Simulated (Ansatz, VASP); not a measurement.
**KCl: VASP beside Ansatz**

Contents of INCAR:

```
PREC = Accurate
ENCUT = 520
EDIFF = 1E-6
ISMEAR = -1
SIGMA = 0.02
LREAL = False
LASPH = True
NELM = 100
ALGO = Normal
ISIF = 2
LWAVE = False
LCHARG = False
GGA = PE
NBANDS = 15
```

KPOINTS

```
Automatic mesh
0
Gamma
  7 7 7
```

POSCAR

```
KCl
1.0
    3.7066800000      0.0000000000      0.0000000000
    0.0000000000      3.7066800000      0.0000000000
    0.0000000000      0.0000000000      3.6340000000
K Cl
1 1
Direct
    0.0000000000      0.0000000000      0.0000000000
    0.5000000000      0.5000000000      0.5000000000
```

Input for Ansatz:

```yaml
crystal:
  lattice:
    - [3.70668, 0.0, 0.0]
    - [0.0, 3.70668, 0.0]
    - [0.0, 0.0, 3.634]
  atoms:
    - { symbol: K, position: [0.0, 0.0, 0.0] }
    - { symbol: Cl, position: [0.5, 0.5, 0.5] }
kpoints:
  mp_grid: { grid: [7, 7, 7] }
  band_path:
    path:
      - [0.0, 0.0, 0.0]
      - [0.0, 0.5, 0.0]
      - [0.5, 0.5, 0.0]
      - [0.0, 0.0, 0.0]
      - [0.0, 0.0, 0.5]
      - [0.0, 0.5, 0.5]
      - [0.5, 0.5, 0.5]
      - [0.0, 0.0, 0.5]
      - [0.0, 0.5, 0.0]
    npoints: 5
scf:
  occupations: { method: fermi_dirac, width: 0.02 }
hamiltonian:
  xc: pbe
  pseudopotentials: { kind: all_electron, lapw: { basis_error: 0.0005 } }
output:
  forces: true
  stress: true
  eigenvalues: true
```

Change from the starting cell: equal xx and yy strain of +2 %.

Alike in both runs: task single point; functional PBE; k mesh 7 × 7 × 7; occupations fermi-dirac, width 0.02 eV; no spin polarisation.

|  | VASP | Ansatz |
| --- | --- | --- |
| version | VASP 6.6.1 | Ansatz 0.2.0 |
| potentials or method | VASP PAW PBE potentials, release 64 (K_sv, Cl) | all-electron LAPW, scalar-relativistic |
| plane-wave cutoff (eV) | 520 | see its input |

```csv
,VASP,Ansatz,Ansatz less VASP
gap on the k mesh at the Fermi level (eV),5.32,5.32,+0.001
pressure (GPa),3.1,3.1,-0.05
largest component of the traceless stress (GPa),0.66,0.66,+0.003
```

Ansatz ran all-electron here, so the differences hold the error of VASP's frozen core and of both bases.

Caveats: an odd mesh through Γ misses points on the zone boundary, where band edges often lie.
